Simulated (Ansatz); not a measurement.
**InAs: a strain scan**

This session takes InAs and sets out to see how energy and stress answer to the strain pattern (0, 0, 1, 0, 0, 0).

The COD entry's cell or inner coordinates are ideal or old and differ from later refinements, so a difference from it is no clean test against experiment.

Computed with Ansatz 0.2.0 (DFT PBEsol, scalar-relativistic, plane waves, PAW, unless a step's input says otherwise).

**1. The system as given**

The structure is cubic, space group F-43m (No. 216). Conventional cell: a = 6.048 Å, b = 6.048 Å, c = 6.048 Å, α = 90.00°, β = 90.00°, γ = 90.00°. In (site symmetry -43m) is surrounded by 4 As at 2.62 Å. As (site symmetry -43m) is surrounded by 4 In at 2.62 Å.

Structure file:

```
CELL_PARAMETERS angstrom
0.00000 3.02400 3.02400
3.02400 0.00000 3.02400
3.02400 3.02400 0.00000
ATOMIC_POSITIONS crystal
In 0.00000 0.00000 0.00000
As 0.75000 0.75000 0.75000
```

No relaxation comes first: the listed cell is the starting point.

**2. The reference cell**

Reference values: F = -10338.8252 eV; pressure 1.12 GPa; largest force 0.000 eV/Å; gap on the mesh none (metal). It was computed beforehand with the settings of the runs below.

**3. Setting up a strain scan**

The cell is strained by ε times the Voigt pattern (0, 0, 1, 0, 0, 0) (xx, yy, zz, yz, xz, xy; engineering shear), with fractional coordinates fixed (clamped ions). The stress on the pattern is the sum of the stress components weighted by it, tension positive.

**4. At ε = -0.0400**

The input, input.yaml:

```yaml
crystal:
  lattice:
    - [0.0, 3.024, 2.90304]
    - [3.024, 0.0, 2.90304]
    - [3.024, 3.024, 0.0]
  atoms:
    - { symbol: In, position: [0.0, 0.0, 0.0] }
    - { symbol: As, position: [0.75, 0.75, 0.75] }
basis:
  ecutwfc: 420
kpoints:
  mp_grid: { grid: [14, 14, 14] }
hamiltonian:
  xc: pbesol
scf:
  occupations: { method: gaussian, width: 0.15 }
output:
  forces: true
  stress: true
  eigenvalues: true
```

Launch:

```sh
> ansatz run input.yaml --threads 1 --pin off --max-ram 2560MiB --backend cpu --events-out ev --progress --plain --runs-dir out
```

**5. At ε = 0.0300**

input.yaml: that of step 4 with these lines changed.

```diff
@@ -2,4 +2,4 @@
   lattice:
-    - [0.0, 3.024, 2.90304]
-    - [3.024, 0.0, 2.90304]
+    - [0.0, 3.024, 3.11472]
+    - [3.024, 0.0, 3.11472]
     - [3.024, 3.024, 0.0]
```

**6. Point ε = -0.0200**

input.yaml: that of step 5 with these lines changed.

```diff
@@ -2,4 +2,4 @@
   lattice:
-    - [0.0, 3.024, 3.11472]
-    - [3.024, 0.0, 3.11472]
+    - [0.0, 3.024, 2.96352]
+    - [3.024, 0.0, 2.96352]
     - [3.024, 3.024, 0.0]
```

**7. At ε = 0.0100**

input.yaml: that of step 6 with these lines changed.

```diff
@@ -2,4 +2,4 @@
   lattice:
-    - [0.0, 3.024, 2.96352]
-    - [3.024, 0.0, 2.96352]
+    - [0.0, 3.024, 3.05424]
+    - [3.024, 0.0, 3.05424]
     - [3.024, 3.024, 0.0]
```

**8. At ε = 0.0400**

input.yaml: that of step 7 with these lines changed.

```diff
@@ -2,4 +2,4 @@
   lattice:
-    - [0.0, 3.024, 3.05424]
-    - [3.024, 0.0, 3.05424]
+    - [0.0, 3.024, 3.14496]
+    - [3.024, 0.0, 3.14496]
     - [3.024, 3.024, 0.0]
```

**9. At ε = -0.0300**

input.yaml: that of step 8 with these lines changed.

```diff
@@ -2,4 +2,4 @@
   lattice:
-    - [0.0, 3.024, 3.14496]
-    - [3.024, 0.0, 3.14496]
+    - [0.0, 3.024, 2.93328]
+    - [3.024, 0.0, 2.93328]
     - [3.024, 3.024, 0.0]
```

**10. ε = 0.0200**

input.yaml: that of step 9 with these lines changed.

```diff
@@ -2,4 +2,4 @@
   lattice:
-    - [0.0, 3.024, 2.93328]
-    - [3.024, 0.0, 2.93328]
+    - [0.0, 3.024, 3.08448]
+    - [3.024, 0.0, 3.08448]
     - [3.024, 3.024, 0.0]
```

**11. At ε = -0.0100**

input.yaml: that of step 10 with these lines changed.

```diff
@@ -2,4 +2,4 @@
   lattice:
-    - [0.0, 3.024, 3.08448]
-    - [3.024, 0.0, 3.08448]
+    - [0.0, 3.024, 2.99376]
+    - [3.024, 0.0, 2.99376]
     - [3.024, 3.024, 0.0]
@@ -20 +20,5 @@
   eigenvalues: true
+  write_density: true
+  write_potential: true
+  elf: true
+  volumetric_format: npy
```

**12. Point ε = 0.0350**

input.yaml: that of step 11 with these lines changed.

```diff
@@ -2,4 +2,4 @@
   lattice:
-    - [0.0, 3.024, 2.99376]
-    - [3.024, 0.0, 2.99376]
+    - [0.0, 3.024, 3.12984]
+    - [3.024, 0.0, 3.12984]
     - [3.024, 3.024, 0.0]
@@ -20,5 +20 @@
   eigenvalues: true
-  write_density: true
-  write_potential: true
-  elf: true
-  volumetric_format: npy
```

(Steps that only read results are left out.)

What does the calculation give? Wanted: slope of the stress at ε = 0, over ±0.0100.

The runs gave:

| quantity | value |
| --- | --- |
| slope of the stress at ε = 0, over ±0.0100 | 84 GPa |

What this shows: From the stress slope, C33 is about 84 GPa with the ions clamped; letting the atoms relax could not make it stiffer. The reference stands under 1.1 GPa, so this is no zero-stress constant. The energy drops below the reference, by 1.2 meV/atom at ε = 0.0100; the cell was taken as given and not relaxed at this level. Compression costs more than tension: 19.6 against 3.4 meV/atom at the ends.
